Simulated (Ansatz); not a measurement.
Wanted: the native input for an Ansatz 0.2.0 run.

* Task: band structure
* Functional: PBEsol
* Potentials or basis: Ansatz PAW
* Cutoff: 420 eV (not typed: the program's choice for these potentials)
* k mesh: 10 × 10 × 2
* Occupations: fermi-dirac, width 0.05 eV
* Spin: no spin polarisation
* Path: [["G", "M", "K", "G", "A", "L", "H", "A"], ["L", "M"], ["K", "H"]]
* Points for each segment of the path: 14

Slab: MoS2, a slab with vacuum.

```
CELL_PARAMETERS angstrom
3.18454 0.00000 0.00000
-1.59227 2.75789 0.00000
0.00000 0.00000 21.67053
ATOMIC_POSITIONS crystal
Mo 0.33333 0.66667 0.85116
Mo 0.66667 0.33333 0.14884
S 0.66667 0.33333 0.77963
S 0.33333 0.66667 0.07725
S 0.66667 0.33333 0.92275
S 0.33333 0.66667 0.22037
```

The input as run:

input.yaml

```yaml
crystal:
  lattice:
    - [3.184541456, 0.0, 0.0]
    - [-1.592270728, 2.7578938003, 0.0]
    - [0.0, 0.0, 21.67053472]
  atoms:
    - { symbol: Mo, position: [0.3333333333, 0.6666666667, 0.85116023] }
    - { symbol: Mo, position: [0.6666666667, 0.3333333333, 0.14883977] }
    - { symbol: S, position: [0.6666666667, 0.3333333333, 0.77962539] }
    - { symbol: S, position: [0.3333333333, 0.6666666667, 0.077251] }
    - { symbol: S, position: [0.6666666667, 0.3333333333, 0.922749] }
    - { symbol: S, position: [0.3333333333, 0.6666666667, 0.22037461] }
hamiltonian:
  xc: pbesol
  pseudopotentials: { kind: paw }
kpoints:
  mp_grid: { grid: [10, 10, 2] }
  band_path:
    path:
      - [[0.0, 0.0, 0.0], [0.5, 0.0, 0.0], [0.3333333333, 0.3333333333, 0.0], [0.0, 0.0, 0.0], [0.0, 0.0, 0.5], [0.5, 0.0, 0.5], [0.3333333333, 0.3333333333, 0.5], [0.0, 0.0, 0.5]]
      - [[0.5, 0.0, 0.5], [0.5, 0.0, 0.0]]
      - [[0.3333333333, 0.3333333333, 0.0], [0.3333333333, 0.3333333333, 0.5]]
    npoints: 14
scf:
  occupations: { method: fermi_dirac, width: 0.05 }
  n_extra_bands: 15
output:
  forces: true
  stress: true
  eigenvalues: true
  fatbands: true
  write_density: true
  write_potential: true
  elf: true
  volumetric_format: npy
```

Potentials or basis: Ansatz PAW.

The run is started by

```sh
$ ansatz run input.yaml --threads 2 --pin off --max-ram 5632MiB --backend cpu --events-out ev --progress --plain --runs-dir out
```

Results of the run:

```json
{
 "Largest force": "0.133 eV/Å",
 "Band gap on the k mesh": "1.38 eV, indirect (least direct gap 1.89 eV)",
 "Band gap along the path": "1.24 eV, indirect (least direct gap 1.63 eV)"
}
```

Caveat: the k mesh misses the band edges, so the gap on the mesh is wider than the one along the path; the PAW data sets come from PBE, with cores solved anew for the run's functional, which leaves a small shift of forces and pressure.

Wall time 33 s on 2 threads of Arm Neoverse V1, with other jobs on the host, peak memory 0.79 GiB.
